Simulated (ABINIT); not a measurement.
Crystal: SrCl2.

```xyz
3
Lattice="0.0000 3.4884 3.4884 3.4884 0.0000 3.4884 3.4884 3.4884 0.0000" Properties=species:S:1:pos:R:3 pbc="T T T"
Sr    0.0000    0.0000    0.0000
Cl    5.2325    5.2325    5.2325
Cl    1.7442    1.7442    1.7442
```

Base run:

```yaml
Program: ABINIT 10.8.3 (patched build)
Functional: LDA
Potentials_or_basis: PseudoDojo NC SR LDA v0.4.1 standard
Cutoff: 707 eV
k_mesh: 5 × 5 × 5
Occupations: fermi-dirac, width 0.05 eV
Spin: no spin polarisation
```

Its results: band gap on the k mesh 4.95 eV, indirect (least direct gap 5.23 eV).

Task: The run is repeated on the same cell with these changes: functional from LDA to PBE; potentials or basis from PseudoDojo NC SR LDA v0.4.1 standard to SPMS NC PBE v1.0; cutoff from 707 eV to 490 eV. What comes out?

Result: Band gap on the k mesh 5.41 eV, indirect (least direct gap 5.68 eV).

Caveats: an odd mesh through Γ misses points on the zone boundary, where band edges often lie.
